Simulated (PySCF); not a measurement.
Several molecules and their computed UV-vis stick spectra, shuffled. Computed, not measured: TDDFT CAM-B3LYP/def2-SVPD, vertical, gas phase, core orbitals frozen in the response (PySCF 2.14.0, density-fitted response routines). Geometries: PBE0-D3(BJ)/def2-SVP; one conformer of each isolated species. Triplets are in the Tamm–Dancoff approximation. Atoms past krypton carry core potentials; spin–orbit coupling is left out.

A. bicyclo[2.2.2]octa-2,5,7-triene (`C1=CC2C=CC1C=C2`)
B. 2,3-dihydrothiophene 1,1-dioxide (`O=S1(=O)C=CCC1`)
C. propanoic acid (`CCC(=O)O`)
D. TiEtCl3 (`C[CH2][Ti]([Cl])([Cl])[Cl]`)
E. Cd(NH2)2 (`[NH2][Cd][NH2]`)

Lowest singlet levels (six at most, fewer where fewer were computed) with oscillator strengths:

1. 197 nm (f 0.003); 185 nm (f 0.163); 168 nm (f 0.025); 163 nm (f 0.001); 162 nm (f 0.006); 157 nm (f 0.012); T1 4.26 eV
2. 243 nm (f 0.000 summed over 2 states); 203 nm (f 0.000); 198 nm (f 0.000); 195 nm (f 0.000 summed over 2 states); 179 nm (f 0.049 summed over 2 states); 178 nm (f 0.000) [of 10 roots; the last level is left out, as the window may have cut its degenerate partner]; T1 3.57 eV
3. 243 nm (f 0.084); 239 nm (f 0.047); 212 nm (f 0.000); 211 nm (f 0.012); 198 nm (f 0.084); 197 nm (f 0.020); T1 4.39 eV
4. 208 nm (f 0.000); 163 nm (f 0.057); 147 nm (f 0.035); 146 nm (f 0.003); 139 nm (f 0.118); 135 nm (f 0.000); T1 5.46 eV
5. 405 nm (f 0.000); 400 nm (f 0.000); 320 nm (f 0.002); 319 nm (f 0.001); 254 nm (f 0.004); 252 nm (f 0.003); T1 2.67 eV

Task: Which spectrum belongs to which structure?

Result: 1 = B, 2 = A, 3 = E, 4 = C, 5 = D.
- A: S1 at 5.09 eV, HOMO→LUMO/LUMO+1 (98%); Löwdin shares by element: HOMO carbon 62% or more (atoms not listed hold the other 38%); LUMO (one of a set within 0.03 eV) carbon 63% or more (atoms not listed hold the other 37%); HOMO -7.40 and LUMO 0.91 eV; point group D3h, 7 of its 9 listed states under f = 0.0005.
- B: S1 at 6.30 eV, HOMO-1→LUMO (86%), HOMO→LUMO (10%); Löwdin shares by element: HOMO oxygen 44%, carbon 42% or more; LUMO carbon 72% or more, sulfur 6% (atoms not listed hold the other 23%); HOMO -9.54 and LUMO 0.07 eV.
- C: S1 at 5.97 eV, HOMO→LUMO+1 (94%); S1 has the pattern of n→π* at C=O; HOMO -9.74 and LUMO 1.05 eV; point group Cs, 2 of its 6 listed states under f = 0.0005.
- D: S1 at 3.06 eV, HOMO→LUMO (90%); for S1 the Löwdin share of titanium is 29% in HOMO and 80% in LUMO; HOMO -9.80 and LUMO -2.04 eV.
- E: S1 at 5.11 eV, HOMO→LUMO (85%); for S1 the Löwdin share of cadmium is 8% in HOMO and 63% in LUMO (ligand-to-metal charge transfer by this measure); HOMO -8.14 and LUMO 0.21 eV; point group C2, 1 of its 6 listed states under f = 0.0005.
A and E have S1 within 0.02 eV of each other; their strongest listed levels stand at 6.94 eV (f 0.049) and 5.11 eV (f 0.084).

A slash joins orbitals within 0.01 eV of each other, whose weights are summed (≥ marks a lower bound).
